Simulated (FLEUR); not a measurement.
# CuO (Cccm) in FLEUR: notebook

One crystal, CuO, is run at these levels: LDA, PBEsol, r2SCAN; tasks: band structure, equation of state.

Program: FLEUR MaX-R8.1 (later development tree). These are calculated values, not measurements. Logs are shortened: lines on timing, memory, paths and dates and some standing lists are left out, and cuts for length are marked.

**1. The structure**

The structure is orthorhombic, space group Cccm (No. 66). Conventional cell: a = 3.982 Å, b = 4.307 Å, c = 5.156 Å, α = 90.00°, β = 90.00°, γ = 90.00°. Cu (site symmetry 2/m) has 4 O at 1.95 Å as nearest neighbours. O (site symmetry 222) is surrounded by 4 Cu at 1.95 Å.

Measurements of this composition are mostly on another form, of space group No. 15.

**2. Band structure, LDA**

The input, inp.xml:

```xml
<?xml version="1.0" encoding="UTF-8" standalone="no"?>
<fleurInput fleurInputVersion="0.39">
   <comment>
      CuO                                                                                                 
   </comment>
   <calculationSetup>
      <cutoffs Kmax="5.1" Gmax="15.8" GmaxXC="15.8" numbands="0"/>
      <scfLoop itmax="60" minDistance="0.00001" maxIterBroyd="15" imix="Anderson" alpha="0.05" precondParam="0.0" spinf="2.0" sdNocoIR="T"/>
      <coreElectrons ctail="T" frcor="F" kcrel="0" coretail_lmax="0"/>
      <xcFunctional name="vwn" relativisticCorrections="F"/>
      <magnetism jspins="1"/>
      <soc l_soc="F" theta="0.0" phi="0.0" spav="F"/>
      <expertModes spex="0" secvar="F"/>
      <geometryOptimization l_f="F" forcealpha="1.0" forcemix="BFGS" epsdisp="0.00001" epsforce="0.00001"/>
      <ldaU l_linMix="F" mixParam="0.05" spinf="1.0"/>
   </calculationSetup>
   <cell>
      <bzIntegration valenceElectrons="50.0" mode="hist" fermiSmearingEnergy="0.00183747">
         <kPointListSelection listName="default-1"/>
         <!-- k-points included here -->
         <xi:include xmlns:xi="http://www.w3.org/2001/XInclude" href="kpts.xml"> </xi:include>
      </bzIntegration>
      <!-- symmetry operations included here -->
      <xi:include xmlns:xi="http://www.w3.org/2001/XInclude" href="sym.xml"> </xi:include>
      <bulkLattice scale="1.0">
         <bravaisMatrix>
[... 31 lines left out ...]
         <energyParameters s="2" p="2" d="3" f="4"/>
         <lo type="SCLO" l="0" n="2" eDeriv="2"/>
         <lo type="SCLO" l="1" n="2" eDeriv="2"/>
         <lo type="SCLO" l="2" n="3" eDeriv="2"/>
      </species>
   </atomSpecies>
   <atomGroups>
      <atomGroup species="Copper (Cu)">
         <relPos label="                   1">1.000/2.000 .0000000000 .0000000000</relPos>
         <relPos label="                   2">.0000000000 1.000/2.000 1.000/2.000</relPos>
         <force calculate="T" relaxXYZ="TTT"/>
      </atomGroup>
      <atomGroup species="Oxygen (O)">
         <relPos label="                   3">1.000/2.000 1.000/2.000 1.000/4.000</relPos>
         <relPos label="                   4">1.000/2.000 1.000/2.000 -1.000/4.000</relPos>
         <force calculate="T" relaxXYZ="TTT"/>
      </atomGroup>
   </atomGroups>
   <output dos="F" band="F" slice="F">
      <checks vchk="F" cdinf="F"/>
      <bandDOS minEnergy="-.5*Htr" maxEnergy="0.5*Htr" sigma="0.015" storeEVData="T"/>
      <vacuumDOS vacdos="F" integ="F" star="F" nstars="0" locx1="0.0" locy1="0.0" locx2="0.0" locy2="0.0" nstm="0" tworkf="0.0"/>
      <unfoldingBand unfoldBand="F" supercellX="1" supercellY="1" supercellZ="1"/>
      <plotting iplot="0" polar="F">
         <plot TwoD="T" vec1="  1.0  0.0  0.0" vec2="  0.0  1.0  0.0" vec3="  0.0  0.0  1.0" zero="  0.0  0.0  0.0" file="plot"/>
      </plotting>
      <chargeDensitySlicing numkpt="0" minEigenval="0.0" maxEigenval="0.0" nnne="0" pallst="F"/>
      <specialOutput eonly="F"/>
      <moessbauerParams electricFieldGradient="T" isomerShift="T" coreHyperfine="T" valenceHyperfine="T"/>
      <magneticCircularDichroism mcd="F" energyLo="-10.0" energyUp="0.0"/>
   </output>
  <!-- We include the file relax.xml here to enable relaxations (see documentation) -->
  <xi:include xmlns:xi="http://www.w3.org/2001/XInclude" href="relax.xml"> <xi:fallback/> </xi:include>
</fleurInput>
```

The input, crystal.txt:

```
CuO
&input cartesian=F /
1.9909680000  -2.1535500000  0.0000000000
1.9909680000  2.1535500000  0.0000000000
0.0000000000  0.0000000000  5.1559280000
1.8897261246
1.0 1.0 1.0

4
29 0.5000000000  0.0000000000  0.0000000000
29 0.0000000000  0.5000000000  0.5000000000
8 0.5000000000  0.5000000000  0.2500000000
8 0.5000000000  0.5000000000  0.7500000000

&kpt div1=9 div2=9 div3=5 gamma=T /
```

The input, inp.xml (bands):

```
<?xml version="1.0" encoding="UTF-8" standalone="no"?>
<fleurInput fleurInputVersion="0.39">
   <comment>
      CuO                                                                                                 
   </comment>
   <calculationSetup>
      <cutoffs Kmax="5.1" Gmax="15.8" GmaxXC="15.8" numbands="0"/>
      <scfLoop itmax="60" minDistance="0.00001" maxIterBroyd="15" imix="Anderson" alpha="0.05" precondParam="0.0" spinf="2.0" sdNocoIR="T"/>
      <coreElectrons ctail="T" frcor="F" kcrel="0" coretail_lmax="0"/>
      <xcFunctional name="vwn" relativisticCorrections="F"/>
      <magnetism jspins="1"/>
      <soc l_soc="F" theta="0.0" phi="0.0" spav="F"/>
      <expertModes spex="0" secvar="F"/>
      <geometryOptimization l_f="F" forcealpha="1.0" forcemix="BFGS" epsdisp="0.00001" epsforce="0.00001"/>
      <ldaU l_linMix="F" mixParam="0.05" spinf="1.0"/>
   </calculationSetup>
   <cell>
      <bzIntegration valenceElectrons="50.0" mode="hist" fermiSmearingEnergy="0.00183747">
         <kPointListSelection listName="path-1"/>
         <!-- k-points included here -->
         <xi:include xmlns:xi="http://www.w3.org/2001/XInclude" href="kpts.xml"> </xi:include>
      </bzIntegration>
      <!-- symmetry operations included here -->
      <xi:include xmlns:xi="http://www.w3.org/2001/XInclude" href="sym.xml"> </xi:include>
      <bulkLattice scale="1.0">
         <bravaisMatrix>
[... 32 lines left out ...]
         <lo type="SCLO" l="0" n="2" eDeriv="2"/>
         <lo type="SCLO" l="1" n="2" eDeriv="2"/>
         <lo type="SCLO" l="2" n="3" eDeriv="2"/>
      </species>
   </atomSpecies>
   <atomGroups>
      <atomGroup species="Copper (Cu)">
         <relPos label="                   1">1.000/2.000 .0000000000 .0000000000</relPos>
         <relPos label="                   2">.0000000000 1.000/2.000 1.000/2.000</relPos>
         <force calculate="T" relaxXYZ="TTT"/>
      </atomGroup>
      <atomGroup species="Oxygen (O)">
         <relPos label="                   3">1.000/2.000 1.000/2.000 1.000/4.000</relPos>
         <relPos label="                   4">1.000/2.000 1.000/2.000 -1.000/4.000</relPos>
         <force calculate="T" relaxXYZ="TTT"/>
      </atomGroup>
   </atomGroups>
   <output dos="F" band="T" slice="F">
      <checks vchk="F" cdinf="F"/>
      <bandDOS minEnergy="-.5*Htr" maxEnergy="0.5*Htr" sigma="0.015" storeEVData="T"/>
      <vacuumDOS vacdos="F" integ="F" star="F" nstars="0" locx1="0.0" locy1="0.0" locx2="0.0" locy2="0.0" nstm="0" tworkf="0.0"/>
      <unfoldingBand unfoldBand="F" supercellX="1" supercellY="1" supercellZ="1"/>
      <plotting iplot="0" polar="F">
         <plot TwoD="T" vec1="  1.0  0.0  0.0" vec2="  0.0  1.0  0.0" vec3="  0.0  0.0  1.0" zero="  0.0  0.0  0.0" file="plot"/>
      </plotting>
      <chargeDensitySlicing numkpt="0" minEigenval="0.0" maxEigenval="0.0" nnne="0" pallst="F"/>
      <specialOutput eonly="F"/>
      <moessbauerParams electricFieldGradient="T" isomerShift="T" coreHyperfine="T" valenceHyperfine="T"/>
      <magneticCircularDichroism mcd="F" energyLo="-10.0" energyUp="0.0"/>
   </output>
  <!-- We include the file relax.xml here to enable relaxations (see documentation) -->
  <xi:include xmlns:xi="http://www.w3.org/2001/XInclude" href="relax.xml"> <xi:fallback/> </xi:include>
</fleurInput>
```

Potentials or basis: all-electron, FLAPW.

Command:

```
> inpgen -f crystal.txt -profile fastHighL
> # inp.xml edited to the form shown
> fleur_MPI
> fleur_MPI   # second run, on inp.xml (bands)
```

Output:

```text
Welcome to FLEUR        (www.flapw.de)
      MaX-Release 8.1          (www.max-centre.eu)

 ========== k-point set info ==========
 Selected k-point list: default-1
 k-point list type: mesh
 9 x 9 x 5
 Number of k points: 75

 ------------Calculation Setup---------------------------
 Number of MPI-tasks      :            1
 Number of PE/node        :            1
 Number of OMP-threads    :            1
 Most efficient MPI parallelization for:
           1           3           5          15          25          75
 Additional eigenvalue parallelization possible
 Number of basis functions:          823
 Approximate size of matrices (H+S) per k-point:         0.010 GB
 --------------------------------------------------------
 Iteration:     1   Distance:      47.93637893 me/bohr^3
 Iteration:     2   Distance:      35.94021034 me/bohr^3
 Iteration:     3   Distance:      14.77170778 me/bohr^3
 Iteration:     4   Distance:      11.70947392 me/bohr^3
 Iteration:     5   Distance:       5.81555848 me/bohr^3
 Iteration:     6   Distance:       2.11404607 me/bohr^3
 Iteration:     7   Distance:       1.01337730 me/bohr^3
 Iteration:     8   Distance:       0.66145323 me/bohr^3
 Iteration:     9   Distance:       0.07481525 me/bohr^3
 Iteration:    10   Distance:       0.00935798 me/bohr^3
 Iteration:    11   Distance:       0.00555822 me/bohr^3
 Iteration:    12   Distance:       0.00146586 me/bohr^3
 Iteration:    13   Distance:       0.00101777 me/bohr^3
 Iteration:    14   Distance:       0.00005785 me/bohr^3
 Iteration:    15   Distance:       0.00003177 me/bohr^3
 Iteration:    16   Distance:       0.00002858 me/bohr^3
 Iteration:    17   Distance:       0.00001588 me/bohr^3
 Iteration:    18   Distance:       0.00000673 me/bohr^3

 ********************************************************************
 Run finished successfully
 Stop message:
   all done
 ********************************************************************
```

It took 4.2 min on 1 thread of Intel Xeon Platinum 8488C (Sapphire Rapids), shared host; peak memory 0.1 GiB.

Results:

| Property | Result |
| --- | --- |
| Free energy | -94003.2551 eV |
| Band gap along the path | none (metal or under the smearing width) |
| Valence electrons inside the program's atomic spheres | Cu 17.11; O 4.66 (radii Cu 1.92, O 1.47 bohr) |

Levels at the corners of the path, in eV from the Fermi level:
```csv
point,band 22,band 23,band 24,band 25,band 26,band 27,band 28,band 29
Γ,-2.33,-2.26,-1.85,0.61,0.79,1.41,6.04,7.21
X,-2.28,-1.57,-1.21,-1.19,1.13,2.25,6.91,9.02
S,-1.83,-1.53,-1.47,0.24,0.48,3.56,5.85,6.31
R,-2.30,-1.96,-1.78,-0.13,0.70,4.24,5.82,8.05
A,-1.88,-1.39,-1.39,-0.48,-0.48,4.01,4.01,9.94
Z,-2.23,-1.51,-1.51,0.12,0.12,3.47,3.47,11.48
Γ,-2.33,-2.26,-1.85,0.61,0.79,1.41,6.04,7.21
Y,-2.28,-1.60,-1.17,-1.12,1.15,2.09,7.12,9.00
X1,-2.28,-1.57,-1.21,-1.19,1.13,2.25,6.91,9.02
A1,-1.88,-1.39,-1.39,-0.48,-0.48,4.01,4.01,9.94
T,-1.86,-1.37,-1.37,-0.49,-0.49,3.96,3.96,9.93
Y,-2.28,-1.60,-1.17,-1.12,1.15,2.09,7.12,9.00
Z,-2.23,-1.51,-1.51,0.12,0.12,3.47,3.47,11.48
T,-1.86,-1.37,-1.37,-0.49,-0.49,3.96,3.96,9.93
```

Core levels (eV from the Fermi level):
```csv
atom,levels
1 Cu,"1s1/2 -8828.9, 2s1/2 -1058.0, 2p1/2 -927.8, 2p3/2 -907.3"
2 Cu,"1s1/2 -8828.9, 2s1/2 -1058.0, 2p1/2 -927.8, 2p3/2 -907.3"
3 O,1s1/2 -502.8
4 O,1s1/2 -502.8
```

Caveat: the run has no spin polarisation, though such a crystal can be magnetic; semilocal functionals often make such compounds metallic where correlation or magnetic order opens a gap, which also shifts bond lengths.

**3. Band structure, PBEsol**

Changes to inp.xml since step 2:

```diff
@@ -9,3 +9,3 @@
       <coreElectrons ctail="T" frcor="F" kcrel="0" coretail_lmax="0"/>
-      <xcFunctional name="vwn" relativisticCorrections="F"/>
+      <xcFunctional name="PBEs" relativisticCorrections="F"/>
       <magnetism jspins="1"/>
```

crystal.txt is that of step 2.

Changes to inp.xml (bands) since step 2:

```diff
@@ -9,3 +9,3 @@
       <coreElectrons ctail="T" frcor="F" kcrel="0" coretail_lmax="0"/>
-      <xcFunctional name="vwn" relativisticCorrections="F"/>
+      <xcFunctional name="PBEs" relativisticCorrections="F"/>
       <magnetism jspins="1"/>
```

Potentials or basis: all-electron, FLAPW.

Command:

```
> inpgen -f crystal.txt -profile fastHighL
> # inp.xml edited to the form shown
> fleur_MPI
> fleur_MPI   # second run, on inp.xml (bands)
```

Output:

```text
Welcome to FLEUR        (www.flapw.de)
      MaX-Release 8.1          (www.max-centre.eu)

 ========== k-point set info ==========
 Selected k-point list: default-1
 k-point list type: mesh
 9 x 9 x 5
 Number of k points: 75

 ------------Calculation Setup---------------------------
 Number of MPI-tasks      :            1
 Number of PE/node        :            1
 Number of OMP-threads    :            1
 Most efficient MPI parallelization for:
           1           3           5          15          25          75
 Additional eigenvalue parallelization possible
 Number of basis functions:          823
 Approximate size of matrices (H+S) per k-point:         0.010 GB
 --------------------------------------------------------
 Iteration:     1   Distance:      47.81633804 me/bohr^3
 Iteration:     2   Distance:      35.93431468 me/bohr^3
 Iteration:     3   Distance:      14.95295098 me/bohr^3
 Iteration:     4   Distance:      11.79918940 me/bohr^3
 Iteration:     5   Distance:       5.96552162 me/bohr^3
 Iteration:     6   Distance:       1.88668524 me/bohr^3
 Iteration:     7   Distance:       0.99235478 me/bohr^3
 Iteration:     8   Distance:       0.93391242 me/bohr^3
 Iteration:     9   Distance:       0.09031590 me/bohr^3
 Iteration:    10   Distance:       0.01843833 me/bohr^3
 Iteration:    11   Distance:       0.00629260 me/bohr^3
 Iteration:    12   Distance:       0.00193207 me/bohr^3
 Iteration:    13   Distance:       0.00113537 me/bohr^3
 Iteration:    14   Distance:       0.00016419 me/bohr^3
 Iteration:    15   Distance:       0.00007802 me/bohr^3
 Iteration:    16   Distance:       0.00006184 me/bohr^3
 Iteration:    17   Distance:       0.00003818 me/bohr^3
 Iteration:    18   Distance:       0.00000459 me/bohr^3

 ********************************************************************
 Run finished successfully
 Stop message:
   all done
 ********************************************************************
```

Run time: 4.2 min. Hardware: 1 thread of Intel Xeon Platinum 8488C (Sapphire Rapids), shared host; peak memory 0.09 GiB.

Results:

| Quantity | Value |
| --- | --- |
| Free energy | -94079.5271 eV |
| Band gap along the path | none (metal or under the smearing width) |
| Valence electrons inside the program's atomic spheres | Cu 17.10; O 4.67 (radii Cu 1.92, O 1.47 bohr) |

Levels at the corners of the path, in eV from the Fermi level:
```
point  band 21  band 22  band 23  band 24  band 25  band 26  band 27  band 28  band 29  band 30
    Γ    -2.33    -2.32    -2.25    -1.86     0.61     0.79     1.35     5.96     7.24    13.16
    X    -2.29    -2.28    -1.55    -1.21    -1.19     1.14     2.22     6.92     9.07    10.44
    S    -2.21    -1.84    -1.52    -1.48     0.24     0.48     3.57     5.86     6.28    10.86
    R    -2.32    -2.29    -1.96    -1.77    -0.13     0.70     4.23     5.84     8.01     8.62
    A    -1.89    -1.89    -1.39    -1.39    -0.47    -0.47     3.99     3.99    10.01    10.01
    Z    -2.24    -2.24    -1.51    -1.51     0.13     0.13     3.42     3.42    11.50    11.50
    Γ    -2.33    -2.32    -2.25    -1.86     0.61     0.79     1.35     5.96     7.24    13.16
    Y    -2.31    -2.28    -1.58    -1.17    -1.12     1.16     2.06     7.14     9.04    10.26
   X1    -2.29    -2.28    -1.55    -1.21    -1.19     1.14     2.22     6.92     9.07    10.44
   A1    -1.89    -1.89    -1.39    -1.39    -0.47    -0.47     3.99     3.99    10.01    10.01
    T    -1.87    -1.87    -1.37    -1.37    -0.49    -0.49     3.94     3.94     9.99     9.99
    Y    -2.31    -2.28    -1.58    -1.17    -1.12     1.16     2.06     7.14     9.04    10.26
    Z    -2.24    -2.24    -1.51    -1.51     0.13     0.13     3.42     3.42    11.50    11.50
    T    -1.87    -1.87    -1.37    -1.37    -0.49    -0.49     3.94     3.94     9.99     9.99
```

Core levels (eV from the Fermi level):
| atom | levels |
| --- | --- |
| 1 Cu | 1s1/2 -8838.7, 2s1/2 -1059.3, 2p1/2 -928.0, 2p3/2 -907.6 |
| 2 Cu | 1s1/2 -8838.7, 2s1/2 -1059.3, 2p1/2 -928.0, 2p3/2 -907.6 |
| 3 O | 1s1/2 -504.9 |
| 4 O | 1s1/2 -504.9 |

Caveat: the run has no spin polarisation, though such a crystal can be magnetic; semilocal functionals often make such compounds metallic where correlation or magnetic order opens a gap, which also shifts bond lengths.

**4. Band structure, r2SCAN**

Changes to inp.xml since step 3:

```diff
@@ -7,5 +7,8 @@
       <cutoffs Kmax="5.1" Gmax="15.8" GmaxXC="15.8" numbands="0"/>
-      <scfLoop itmax="60" minDistance="0.00001" maxIterBroyd="15" imix="Anderson" alpha="0.05" precondParam="0.0" spinf="2.0" sdNocoIR="T"/>
-      <coreElectrons ctail="T" frcor="F" kcrel="0" coretail_lmax="0"/>
-      <xcFunctional name="PBEs" relativisticCorrections="F"/>
+      <scfLoop itmax="80" minDistance="0.0001" maxIterBroyd="30" imix="Anderson" alpha="0.05" precondParam="0.0" spinf="2.0" sdNocoIR="T"/>
+      <coreElectrons ctail="F" frcor="F" kcrel="0" coretail_lmax="0"/>
+      <xcFunctional name="LibXC" relativisticCorrections="F">
+         <LibXCName exchange="mgga_x_r2scan" correlation="mgga_c_r2scan"/>
+         <AuxGGA exchange="117" correlation="130"/>
+      </xcFunctional>
       <magnetism jspins="1"/>
```

crystal.txt is that of step 3.

Changes to inp.xml (bands) since step 3:

```diff
@@ -7,5 +7,8 @@
       <cutoffs Kmax="5.1" Gmax="15.8" GmaxXC="15.8" numbands="0"/>
-      <scfLoop itmax="60" minDistance="0.00001" maxIterBroyd="15" imix="Anderson" alpha="0.05" precondParam="0.0" spinf="2.0" sdNocoIR="T"/>
-      <coreElectrons ctail="T" frcor="F" kcrel="0" coretail_lmax="0"/>
-      <xcFunctional name="PBEs" relativisticCorrections="F"/>
+      <scfLoop itmax="80" minDistance="0.0001" maxIterBroyd="30" imix="Anderson" alpha="0.05" precondParam="0.0" spinf="2.0" sdNocoIR="T"/>
+      <coreElectrons ctail="F" frcor="F" kcrel="0" coretail_lmax="0"/>
+      <xcFunctional name="LibXC" relativisticCorrections="F">
+         <LibXCName exchange="mgga_x_r2scan" correlation="mgga_c_r2scan"/>
+         <AuxGGA exchange="117" correlation="130"/>
+      </xcFunctional>
       <magnetism jspins="1"/>
```

Command:

```
> inpgen -f crystal.txt -profile fastHighL
> # inp.xml edited to the form shown
> fleur_MPI
> fleur_MPI   # second run, on inp.xml (bands)
```

Run time: 4.4 min. Hardware: 1 thread of Intel Xeon Platinum 8488C (Sapphire Rapids), shared host; peak memory 0.11 GiB.

Results (log left out):

```
Free energy                                           : -94176.2124 eV
Band gap along the path                               : none (metal or under the smearing width)
Valence electrons inside the program's atomic spheres : Cu 17.10; O 4.72 (radii Cu 1.92, O 1.47 bohr)
```

Levels at the corners of the path, in eV from the Fermi level:
```csv
point,band 21,band 22,band 23,band 24,band 25,band 26,band 27,band 28,band 29,band 30
Γ,-2.57,-2.52,-2.50,-2.12,0.59,0.79,1.66,6.53,7.71,13.84
X,-2.56,-2.55,-1.53,-1.41,-1.40,1.16,2.58,7.32,9.65,11.17
S,-2.52,-2.06,-1.72,-1.68,0.24,0.49,3.97,6.29,6.86,11.57
R,-2.62,-2.53,-2.18,-1.92,-0.16,0.68,4.61,6.29,8.62,9.26
A,-2.09,-2.09,-1.60,-1.60,-0.45,-0.45,4.34,4.34,10.69,10.69
Z,-2.48,-2.48,-1.73,-1.73,0.14,0.14,3.76,3.76,12.22,12.22
Γ,-2.57,-2.52,-2.50,-2.12,0.59,0.79,1.66,6.53,7.71,13.84
Y,-2.59,-2.54,-1.55,-1.38,-1.32,1.18,2.43,7.52,9.62,10.96
X1,-2.56,-2.55,-1.53,-1.41,-1.40,1.16,2.58,7.32,9.65,11.17
A1,-2.09,-2.09,-1.60,-1.60,-0.45,-0.45,4.34,4.34,10.69,10.69
T,-2.07,-2.07,-1.58,-1.58,-0.46,-0.46,4.29,4.29,10.68,10.68
Y,-2.59,-2.54,-1.55,-1.38,-1.32,1.18,2.43,7.52,9.62,10.96
Z,-2.48,-2.48,-1.73,-1.73,0.14,0.14,3.76,3.76,12.22,12.22
T,-2.07,-2.07,-1.58,-1.58,-0.46,-0.46,4.29,4.29,10.68,10.68
```

Core levels (eV from the Fermi level):
| atom | levels |
| --- | --- |
| 1 Cu | 1s1/2 -8847.3, 2s1/2 -1059.9, 2p1/2 -927.8, 2p3/2 -907.3 |
| 2 Cu | 1s1/2 -8847.3, 2s1/2 -1059.9, 2p1/2 -927.8, 2p3/2 -907.3 |
| 3 O | 1s1/2 -506.8 |
| 4 O | 1s1/2 -506.8 |

Caveat: the meta-GGA is that of a development version, with a GGA for the radial functions and cores and without core tails; the run has no spin polarisation, though such a crystal can be magnetic; semilocal functionals often make such compounds metallic where correlation or magnetic order opens a gap, which also shifts bond lengths.

[end of part 1 of 2]
